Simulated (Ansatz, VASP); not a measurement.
Two plane-wave programs on SiC

The input INCAR:

```
SYSTEM = SiC
  PREC = Accurate
  ENCUT = 600
  EDIFF = 1E-7
  ISMEAR = 0
  SIGMA = 0.02
  LREAL = .FALSE.
  LASPH = .TRUE.
  NELM = 100
  ALGO = Normal
  ISIF = 3
  LWAVE = .FALSE.
  LCHARG = .FALSE.
  GGA = PE
  IVDW = 12
  IBRION = 2
  NSW = 100
  EDIFFG = -0.005
```

Contents of KPOINTS:

```
regular mesh
0
G
  12 12 12
  0 0 0
```

Contents of POSCAR:

```
SiC
1.0
    0.0000000000      2.1740000000      2.1740000000
    2.1740000000      0.0000000000      2.1740000000
    2.1740000000      2.1740000000      0.0000000000
Si C
1 1
Direct
    0.0000000000      0.0000000000      0.0000000000
    0.7500000000      0.7500000000      0.7500000000
```

Input for Ansatz:

```yaml
crystal:
  lattice:
    - [0.0, 2.174, 2.174]
    - [2.174, 0.0, 2.174]
    - [2.174, 2.174, 0.0]
  atoms:
    - { symbol: Si, position: [0.0, 0.0, 0.0] }
    - { symbol: C, position: [0.75, 0.75, 0.75] }
basis:
  ecutwfc: 420
kpoints:
  mp_grid: { grid: [12, 12, 12] }
hamiltonian:
  xc: pbe
  pseudopotentials: { kind: paw, azcp: { folder: soft_1 } }
  dispersion: d3bj
scf:
  occupations: { method: gaussian, width: 0.02 }
output:
  forces: true
  stress: true
  eigenvalues: true
relax:
  adjacent_minimum: "off"
  f_tol: 0.005
  max_steps: 80
  cell: { stress_tol: 0.05 }
```

Alike in both runs: task relaxation of cell and atoms; functional PBE; dispersion D3(BJ); k mesh 12 × 12 × 12; occupations gaussian, width 0.02 eV; no spin polarisation.

|  | VASP | Ansatz |
| --- | --- | --- |
| version | VASP 6.6.1 | Ansatz 0.2.0 |
| potentials or method | VASP PAW PBE potentials, release 64 (Si, C) | scalar-relativistic, plane waves, PAW |
| plane-wave cutoff (eV) | 600 | 420 |
| valence electrons in the cell | 8 | 8 |

```csv
,VASP,Ansatz,Ansatz less VASP
"gap on the k mesh at the Fermi level, each at its own relaxed structure (eV)",1.35,1.35,+0.004
relaxed volume (Å³/atom),10.27,10.28,+0.010
relaxed cell length with the largest relative difference (Å),3.074,3.075,+0.0010
```

A k mesh can miss the band edges. As with any semilocal functional, this PBE gap is likely too small.
